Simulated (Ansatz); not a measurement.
# BaTiO3 (P1) in Ansatz: settings compared, part 2 of 2

Ansatz 0.2.0. The steps go on from the part before.

## 5. Relaxation of cell and atoms, r2SCAN

input.yaml

```yaml
crystal:
  lattice:
    - [4.0073, 0.0, 0.0]
    - [0.0, 4.0073, 0.0]
    - [0.0, 0.0, 8.0146]
  atoms:
    - { symbol: Ba, position: [0.57741183, 0.59500232, 0.23992172] }
    - { symbol: Ba, position: [0.51332394, 0.4560751, 0.76364779] }
    - { symbol: Ti, position: [0.03541446, 0.99821346, 0.01323765] }
    - { symbol: Ti, position: [0.94998822, 0.97116865, 0.51852723] }
    - { symbol: O, position: [0.56907321, 0.92562621, 0.97977337] }
    - { symbol: O, position: [0.42932898, 0.96655177, 0.50052582] }
    - { symbol: O, position: [0.96890201, 0.59557335, 0.98414811] }
    - { symbol: O, position: [0.95413175, 0.46285961, 0.52367077] }
    - { symbol: O, position: [0.96184641, 0.01024514, 0.22399392] }
    - { symbol: O, position: [0.04057919, 0.0186844, 0.75255361] }
hamiltonian:
  xc: r2scan
  pseudopotentials: { kind: paw }
kpoints:
  mp_grid: { grid: [7, 7, 4] }
scf:
  occupations: { method: fermi_dirac, width: 0.05 }
output:
  forces: true
  stress: true
  eigenvalues: true
relax:
  f_tol: 0.01
  max_steps: 40
  cell: { stress_tol: 0.05 }
```

Potentials or basis: Ansatz PAW.

Launch:

```
> ansatz run input.yaml --threads 4 --pin off --max-ram 11264MiB --backend cpu --events-out ev --progress --plain --runs-dir out
```

What it wrote:

```text
Warning: RAYON_NUM_THREADS=4 ignored (pool sized by the plan → 4); use --threads N
Engine: ansatz 0.2.0, aarch64-unknown-linux-gnu
Pseudopotentials: kind: paw
Pseudopotential: Ba, paw, valence charge 10, recommended cutoff 500 eV (meta_gga), Ba.paw.azcp
Pseudopotential: Ti, paw, valence charge 12, recommended cutoff 500 eV (meta_gga), Ti.paw.azcp
Pseudopotential: O, paw, valence charge 6, recommended cutoff 500 eV (meta_gga), O.paw.azcp
Functional definition: r2SCAN
  parameter k0 = 0.174
  parameter k1 = 0.065
  parameter a1 = 4.9479
  exchange = r2scan_x(k0 = k0, k1 = k1, a1 = a1)
  correlation = r2scan_c
Crystal: 10 atoms, lattice volume = 128.702 Å³
Basis set: ecut = 500 eV, 3301 PW (Γ), exchange–correlation on 120×120×240 points (64 copies of the dense FFT grid, shifted against one another)
Bands: 50, of which v1, the nominal top of the filled ones, is band 40 counted from 1 (39 counted from 0)
Symmetry: 1 space group operations
Space group: P1 (ITA 1), of the structure as read, at distance tolerance 5.0e-5 Å
k-points: 99 of 196 (time reversal used)
Non-local potential: Ba, projectors of the file, l = 0: 3, l = 1: 2, l = 2: 2, l = 3: 2
Non-local potential: Ti, projectors of the file, l = 0: 3, l = 1: 2, l = 2: 3, l = 3: 1
Non-local potential: O, projectors of the file, l = 0: 2, l = 1: 2, l = 2: 1
PAW form: soft (Blöchl's): semilocal exchange-correlation on the pseudo side does not see the compensation charge
[... 155 lines left out ...]
  atom   9  O     -0.00034136    -0.00088646     0.00016850
  atom  10  O      0.00074205    -0.00046817     0.00004186
  max |Σ_I F_I| component: 3.65e-4 eV/Å
--- Stress (GPa, compression-positive) ---
       -0.023651      -0.003253      -0.003710
       -0.003253      -0.027620       0.000012
       -0.003710       0.000012      -0.000431
  P = ⅓ Tr σ = -0.0172 GPa (-0.172 kbar)
--- Band table (eV; the first three rows and the last of 99) ---
  k-point 0: bands = ["-48.7897", "-48.7885", "-24.0661", "-24.0200", "-23.9577", "-23.9571", "-23.9557", "-23.9551", "-15.6019", "-15.4901", "-8.1918", "-7.9956", "-7.4029", "-7.3410", "-7.3156", "-7.1659", "-0.3968", "-0.3608", "-0.3608", "-0.2166", "-0.2116", "0.0223", "5.8202", "7.0794", "7.0870", "7.4592", "7.5109", "7.5118", "7.8276", "7.8637", "7.8700", "7.9018", "8.4044", "8.4636", "8.6195", "8.9344", "9.0571", "9.2994", "9.3371", "9.3536", "12.4514", "12.4834", "12.6268", "12.6812", "13.9251", "13.9376", "14.5085", "14.5248", "14.5513", "15.3312"]
  k-point 1: bands = ["-48.7897", "-48.7886", "-24.0594", "-24.0268", "-23.9575", "-23.9569", "-23.9559", "-23.9553", "-15.5859", "-15.5069", "-8.1481", "-8.0015", "-7.3955", "-7.3373", "-7.3194", "-7.2202", "-0.3406", "-0.3404", "-0.3377", "-0.2385", "-0.2316", "-0.0381", "6.0451", "7.1418", "7.1652", "7.2222", "7.4665", "7.4672", "7.8651", "7.9097", "7.9264", "8.0503", "8.3001", "8.3659", "8.5207", "8.9811", "9.0615", "9.0950", "9.2436", "9.3086", "12.4683", "12.5287", "12.8296", "12.8320", "13.7437", "13.7514", "14.5135", "14.5238", "14.9073", "15.5963"]
  k-point 2: bands = ["-48.7896", "-48.7887", "-24.0436", "-24.0426", "-23.9573", "-23.9566", "-23.9562", "-23.9555", "-15.5468", "-15.5467", "-8.0565", "-8.0564", "-7.3311", "-7.3306", "-7.3284", "-7.3283", "-0.2929", "-0.2928", "-0.2903", "-0.2902", "-0.1817", "-0.1817", "6.6074", "6.6079", "7.3346", "7.3346", "7.3351", "7.3351", "7.9570", "7.9576", "8.0395", "8.0399", "8.3325", "8.3331", "8.5260", "8.5263", "9.1106", "9.1125", "9.1975", "9.1989", "12.5058", "12.5089", "13.2896", "13.2905", "13.3010", "13.3021", "14.5189", "14.5213", "15.6218", "15.6223"]
  k-point 98: bands = ["-48.7886", "-48.7875", "-24.0558", "-24.0242", "-24.0110", "-24.0091", "-23.9661", "-23.9640", "-15.4554", "-15.4078", "-8.0420", "-7.6880", "-7.3352", "-7.3265", "-7.2102", "-7.1280", "-0.5298", "-0.5016", "-0.3621", "-0.2431", "-0.1690", "-0.0803", "5.7076", "5.8426", "6.1450", "6.3003", "6.7929", "7.0308", "7.0649", "7.1567", "7.3213", "7.4458", "7.7901", "8.0925", "8.6305", "8.7734", "8.8291", "8.8785", "9.0207", "9.4917", "13.0181", "13.7819", "13.8680", "13.8972", "13.9818", "14.2008", "15.1318", "15.8316", "16.5451", "17.5259"]
--- Relaxed structure (7 steps of the walk, 7 accepted, 1 SCFs on fresh bases) ---
  F+E_penalty+E_count = -20367.66311061 eV   max|allowed force component| = 2.173e-3 eV/Å   (the final SCF, on the basis selected at the relaxed cell)
  cell:  # Å, volume = 130.1336 Å³
    - [3.9963832376405684, 0.0035745050617149985, 0.00013514543391445315]
    - [0.0035745050617149985, 3.996447481929791, -4.575447327820924e-5]
    - [0.0002702908678289063, -9.150894655641848e-5, 8.147953158022219]
  atoms:
    - { symbol: Ba, position: [0.4976705427412239, 0.49753975821659524, 0.2551584321697219] }
    - { symbol: Ba, position: [0.5024873412694976, 0.5023664128334501, 0.7551718166402164] }
    - { symbol: Ti, position: [-0.014167200849305547, 0.985582136463689, 0.013456260505775558] }
    - { symbol: Ti, position: [1.0144582262534985, 1.0142530178911695, 0.51345170932284] }
    - { symbol: O, position: [0.5115639336747653, 1.0065585742717909, 0.9960665351906874] }
    - { symbol: O, position: [0.4882063347584568, 0.9935049115108955, 0.49605988715360644] }
    - { symbol: O, position: [1.0064662825410386, 0.511712061052859, 0.9960681212483256] }
    - { symbol: O, position: [0.9933838163202354, 0.4884050769702848, 0.4960523923247015] }
    - { symbol: O, position: [0.9996145751272778, -0.00033083339946052374, 0.23925512853648256] }
    - { symbol: O, position: [0.000316148163312664, 0.0004088941887258598, 0.7392597069076424] }
```

It took 10 min on 4 threads of Arm Neoverse N1, shared host; peak memory 1.1 GiB.

What came out:

- Free energy: -20367.6631 eV
- Relaxed volume: 13.01 Å³/atom
- Relaxed cell: a = 3.996 Å, b = 3.996 Å, c = 8.148 Å, α = 90.00°, β = 90.00°, γ = 89.90°
- Space group after relaxing (to 0.05 Å): Cmc2_1 (No. 36)
- Energy gained by relaxing: 479.9 meV/atom
- Ionic steps: 8
- Pressure after relaxing: 0.0 GPa
- Band gap on the k mesh: 2.72 eV, indirect (least direct gap 3.10 eV)

Forces in eV/Å, atoms in the order of the input:
```
Ba  -0.001  0.000 -0.001
Ba  -0.001  0.001 -0.001
Ti  -0.002  0.000  0.000
Ti  -0.001  0.001  0.001
O    0.001 -0.001  0.000
O    0.002  0.000  0.000
O    0.000  0.000  0.000
O    0.001 -0.001  0.001
O    0.000 -0.001  0.000
O    0.001  0.000  0.000
```

Step by step:
| step | energy change (eV) | largest force (eV/Å) | volume (Å³) |
| --- | --- | --- | --- |
| 1 | 0.0000 | 7.9792 | 128.70 |
| 2 | -3.3813 | 3.7424 | 132.86 |
| 3 | -4.5768 | 1.2054 | 129.89 |
| 4 | -4.7936 | 0.0698 | 129.44 |
| 5 | -4.7961 | 0.1391 | 130.50 |
| 6 | -4.7967 | 0.0615 | 130.07 |
| 7 | -4.7987 | 0.0024 | 130.13 |
| 8 | -4.7994 | 0.0022 | 130.13 |

Final structure:
```yaml
crystal:
  lattice:
    - [3.99638, 0.00357, 0.00014]
    - [0.00357, 3.99645, -0.00005]
    - [0.00027, -0.00009, 8.14795]
  atoms:
    - { symbol: Ba, position: [0.49767, 0.49754, 0.25516] }
    - { symbol: Ba, position: [0.50249, 0.50237, 0.75517] }
    - { symbol: Ti, position: [0.98583, 0.98558, 0.01346] }
    - { symbol: Ti, position: [0.01446, 0.01425, 0.51345] }
    - { symbol: O, position: [0.51156, 0.00656, 0.99607] }
    - { symbol: O, position: [0.48821, 0.99350, 0.49606] }
    - { symbol: O, position: [0.00647, 0.51171, 0.99607] }
    - { symbol: O, position: [0.99338, 0.48841, 0.49605] }
    - { symbol: O, position: [0.99961, 0.99967, 0.23926] }
    - { symbol: O, position: [0.00032, 0.00041, 0.73926] }
```

Levels at points of the mesh, in eV from the valence-band top:
```csv
k point,band 36,band 37,band 38,band 39,band 40,band 41,band 42,band 43,band 44,band 45
"(0.00, 0.00, 0.00)",-0.80,-0.68,-0.44,-0.40,-0.38,2.72,2.75,2.89,2.95,4.19
"(0.00, 0.00, -0.50)",-1.21,-0.62,-0.62,-0.54,-0.54,2.77,2.77,3.55,3.56,3.57
```

Caveat: odd divisions of the mesh miss points on the zone boundary, where band edges often lie, so the gap on the mesh can be too wide; the plane-wave basis is chosen anew once the cell has moved, so the energies of steps on either side of that aren't comparable; spin-orbit coupling is left out, which moves the levels of the heavy elements; the PAW data sets come from PBE, with cores solved anew for the run's functional, which leaves a small shift of forces and pressure. A k mesh can miss the band edges.

## 6. Summary

| task | level | cell | k mesh | cutoff (eV) | gap on the mesh (eV) | pressure (GPa) | relaxed volume (Å³/atom) | largest force (eV/Å) |
| --- | --- | --- | --- | --- | --- | --- | --- | --- |
| relaxation of cell and atoms | PBE | relaxed | 7 × 7 × 4 | 420 | 2.42 | 0.0 | 13.38 | - |
| single point | PBE | as given | 7 × 7 × 4 | 250 | 1.50 | 17.0 | - | 8.14 |
| single point | PBE | as given | 12 × 12 × 6 | 420 | 1.49 | 18.3 | - | 7.87 |
| relaxation of cell and atoms | r2SCAN | relaxed | 7 × 7 × 4 | 500 | 2.72 | 0.0 | 13.01 | - |

Alike in all rows: potentials or basis Ansatz PAW; no spin polarisation; smearing fermi-dirac 0.05 eV.

Caveats: spin-orbit coupling is left out, which moves the levels of the heavy elements; odd divisions of the mesh miss points on the zone boundary, where band edges often lie, so the gap on the mesh can be too wide (some runs); the plane-wave basis is chosen anew once the cell has moved, so the energies of steps on either side of that aren't comparable (some runs); so large a pressure means that the cell lies far from this level's equilibrium, or that cutoff or potentials fall short (some runs); forces of over 1 eV/Å show positions far from the minimum, so gaps and moduli don't describe the material at rest (some runs); the pressure holds a Pulay correction of +74.6 GPa for the finite cutoff (some runs); the cutoff lies under the one recommended for these potentials (some runs).

Absolute energies hang on the potentials; compare differences alone.
